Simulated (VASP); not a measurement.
Wanted: the native input for a VASP 6.6.1 run.

| Quantity | Value |
| --- | --- |
| Task | relaxation of cell and atoms |
| Functional | PBEsol |
| Potentials or basis | VASP PAW PBE potentials, release 64 (Hf_pv, S) |
| Cutoff | 600 eV |
| k mesh | 9 × 9 × 5 |
| Occupations | gaussian, width 0.03 eV |
| Spin | no spin polarisation |
| Further INCAR settings | ALGO = Normal; EDIFF = 1e-06; IBRION = 2; EDIFFG = -0.01; NSW = 90; ISIF = 3 |

The structure of HfS2 lies in POSCAR:

```
HfS2
1.0
    3.6396641800      0.0000000000      0.0000000000
   -1.8198320900      3.1520416411      0.0000000000
    0.0000000000      0.0000000000      6.0555624700
Hf S
1 2
Direct
    0.0000000000      0.0000000000      0.0000000000
    0.6666666700      0.3333333300      0.7639520500
    0.3333333300      0.6666666700      0.2360479500
```

The cell is a database's computed one.

One way to write it, as run:

INCAR

```
PREC     = Accurate       # precision mode
ENCUT    = 600            # plane-wave cutoff, eV
EDIFF    = 1E-6           # SCF threshold, eV
ISMEAR   = 0              # smearing method
SIGMA    = 0.03           # smearing width, eV
LREAL    = False          # projectors in reciprocal space
LASPH    = True           # aspherical terms in the spheres
NELM     = 80             # most SCF steps
ALGO     = Normal         # electronic algorithm
ISIF     = 3              # what is computed and relaxed
LWAVE    = False          # write WAVECAR
LCHARG   = False          # write CHGCAR
GGA      = PS             # functional
IBRION   = 2              # ionic algorithm
NSW      = 90             # ionic steps
EDIFFG   = -0.01          # ionic threshold
```

KPOINTS

```
regular mesh
0
Gamma
  9 9 5
```

Potentials or basis: VASP PAW PBE potentials, release 64 (Hf_pv, S).

The run is started by

```bash
$ cat potpaw_PBE.64/Hf_pv/POTCAR potpaw_PBE.64/S/POTCAR > POTCAR
$ mpirun -np 1 vasp_std > vasp.out
```

It gave:

The relaxed volume is 22.12 Å³/atom and the relaxed cell is a = 3.588 Å, b = 3.588 Å, c = 5.953 Å, α = 90.00°, β = 90.00°, γ = 120.00°. The space group after relaxing (to 0.05 Å) is P-3m1 (No. 164). The energy gained by relaxing is 5.2 meV/atom. The ionic steps are 13, the pressure after relaxing is 0.0 GPa and the band gap on the k mesh is 0.98 eV, indirect (least direct gap 1.86 eV).

Caveat: the PAW data sets were made with another functional, which shifts forces and pressure a little; spin-orbit coupling is left out, which moves the levels of the heavy elements; an odd mesh through Γ misses points on the zone boundary, where band edges often lie; this functional lacks dispersion, which binds the layers, so the pressure and a relaxed spacing across them are unreliable.

It took 2.7 min on 1 thread of Intel(R) Xeon(R) 6975P-C (Granite Rapids), with other jobs on the host, peak memory 0.25 GiB.
